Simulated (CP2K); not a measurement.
LiCl:

```
Cl Li
1.0
     3.62713    0.00000    0.00000
     1.81357    3.14119    0.00000
     1.81357    1.04706    2.96154
Cl Li
1 1
Direct
  0.50000 0.50000 0.50000
  0.00000 0.00000 0.00000
```

Base run:

* Program: CP2K 2026.2
* Functional: LDA
* Potentials or basis: POTENTIAL_UZH Cl GTH-PBE-q7, Li GTH-PBE-q3; TZVP-MOLOPT-PBE-GTH basis
* Density cutoff: 9184 eV
* k mesh: 9 × 9 × 9
* Occupations: fermi-dirac, width 0.05 eV
* Spin: no spin polarisation

Its results: band gap on the k mesh 5.92 eV, direct; pressure -2.8 GPa.

Task: After a change of settings the same cell gave: band gap on the k mesh 7.14 eV, direct; pressure -0.3 GPa. Which change was it?
A. functional from LDA to OLYP
B. functional from LDA to r2SCAN
C. functional from LDA to BEEF-vdW
D. functional from LDA to PBE

Result: B.

r2SCAN gives the wider gap, since meta-GGAs in the generalised Kohn-Sham scheme recover part of the derivative discontinuity.

Caveats: the potentials were made for another functional, which shifts forces and pressure; the basis of atomic orbitals isn't converged, which shifts pressures, moduli and gaps.

Not every run made on this cell is shown here.
